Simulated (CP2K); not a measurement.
**Pt: band structure with PBE**

Crystal: Pt.

```xyz
1
Lattice="2.7731 0.0000 0.0000 1.3866 2.4016 0.0000 1.3866 0.8005 2.2190" Properties=species:S:1:pos:R:3 pbc="T T T"
Pt    0.0000    0.0000    0.0000
```

The cell isn't the ideal one: strain_c = -0.02.

```
Program                                : CP2K 2026.2
Task                                   : band structure
Functional                             : PBE
Potentials or basis                    : POTENTIAL_UZH Pt GTH-PBE-q18; TZVP-MOLOPT-PBE-GTH basis
Density cutoff                         : 6123 eV
k mesh                                 : 12 × 12 × 12
Occupations                            : fermi-dirac, width 0.05 eV
Spin                                   : no spin polarisation
SCF solver                             : diagonalisation with k points
Quickstep method                       : GPW
EPS_DEFAULT                            : 1.0E-9
EPS_SCF                                : 1.0E-6
MAX_SCF                                : 100
SCF_GUESS                              : ATOMIC
k points reduced by the point group    : yes
Mesh centred on Gamma                  : yes
CHOLESKY                               : OFF
EPS_EIGVAL                             : 1.0E-7
MIXING METHOD                          : BROYDEN_MIXING
MIXING ALPHA                           : 0.4
NBUFFER                                : 8
NGRIDS                                 : 4
Basis sets                             : Pt TZVP-MOLOPT-PBE-GTH-q18
Potentials                             : Pt GTH-PBE-q18 of POTENTIAL_UZH
ADDED_MOS                              : [11]
Points a segment of the path (NPOINTS) : 10
Bands added on the path                : 2
REL_CUTOFF (Ry)                        : 60 Ry
MIXING BETA (1/bohr)                   : 1.5 1/bohr
CUTOFF of the grids                    : 450 Ry
```

| Property | Result |
| --- | --- |
| Pressure | 16.8 GPa |
| Band gap on the k mesh | none (metal or under the smearing width) |

Stress tensor (GPa, compression positive):
```
15.43  0.00  0.00
 0.00 15.43  0.00
 0.00  0.00 19.54
```

Levels at the corners of the path, in eV from the Fermi level:
```tsv
point	band 7	band 8	band 9	band 10	band 11	band 12
Γ	-4.05	-3.79	-1.70	-1.70	15.82	20.73
L	-3.85	-0.76	-0.06	0.09	5.95	15.75
B1	-4.72	-2.11	0.51	7.32	8.28	8.37
B	-4.72	-2.11	0.51	7.32	8.28	8.37
Z	-4.05	-0.53	0.08	0.08	6.34	15.58
Γ	-4.05	-3.79	-1.70	-1.70	15.82	20.73
X	-2.95	-1.31	-0.18	5.74	6.64	10.30
Q	-2.95	-1.31	-0.18	5.74	6.64	10.30
F	-0.01	0.49	0.53	1.58	9.17	11.20
P1	-3.10	-1.49	-0.20	5.89	6.89	10.32
Z	-4.05	-0.53	0.08	0.08	6.34	15.58
L	-3.85	-0.76	-0.06	0.09	5.95	15.75
P	-3.10	-1.49	-0.20	5.89	6.89	10.32
```

It took 82 s on 1 thread of Arm Neoverse V2, with other jobs on the host, peak memory 0.26 GiB.

Caveat: spin-orbit coupling is left out, which moves the levels of the heavy elements; the basis of atomic orbitals isn't converged, which shifts pressures, moduli and gaps.
